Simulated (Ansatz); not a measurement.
# Sn: the cost of one run

Program: Ansatz 0.2.0. Level of theory: DFT r2SCAN, scalar-relativistic, plane waves, PAW. These are calculated values, not measurements.

1 further run of the same task is left out (set aside as unsound or not needed).

## (1) The system as given

Symmetry: Fm-3m, No. 225, cubic system. Conventional cell: a = 4.110 Å, b = 4.110 Å, c = 4.110 Å, α = 90.00°, β = 90.00°, γ = 90.00°. Ti (site symmetry m-3m) is surrounded by 12 Ti at 2.91 Å.

As a file:

```xyz
1
Lattice="0.0000 2.0552 2.0552 2.0552 0.0000 2.0552 2.0552 2.0552 0.0000" Properties=species:S:1:pos:R:3 pbc="T T T"
Ti    0.0000    0.0000    0.0000
```

This cell was relaxed beforehand with the same method: volume 17.36 Å³/atom, gap on the mesh none (metal).

## (2) Ti → Sn: the starting cell

The start of Sn: fractional positions of relaxed Ti, cell scaled by 0.908, a guess from tabulated radii.

## (3) A first look at the start (Sn)

Contents of input.yaml:

```yaml
crystal:
  lattice:
    - [0.0, 1.8663004572, 1.8663004572]
    - [1.8663004572, 0.0, 1.8663004572]
    - [1.8663004572, 1.8663004572, 0.0]
  atoms:
    - { symbol: Sn, position: [0.0, 0.0, 0.0] }
basis:
  ecutwfc: 500
kpoints:
  mp_grid: { grid: [8, 8, 8] }
hamiltonian:
  xc: r2scan
scf:
  occupations: { method: gaussian, width: 0.1 }
output:
  forces: true
  stress: true
  eigenvalues: true
```

The run is started by

```bash
ansatz run input.yaml --threads 1 --pin off --max-ram 2560MiB --backend cpu --events-out ev --progress --plain --runs-dir out
```

**Question.** How long does this run take on 1 thread of Oxide Virtual Turin-like (Zen 5), shared host, and how much memory does it need?

About 1.7 s, with a peak of 0.32 GiB.
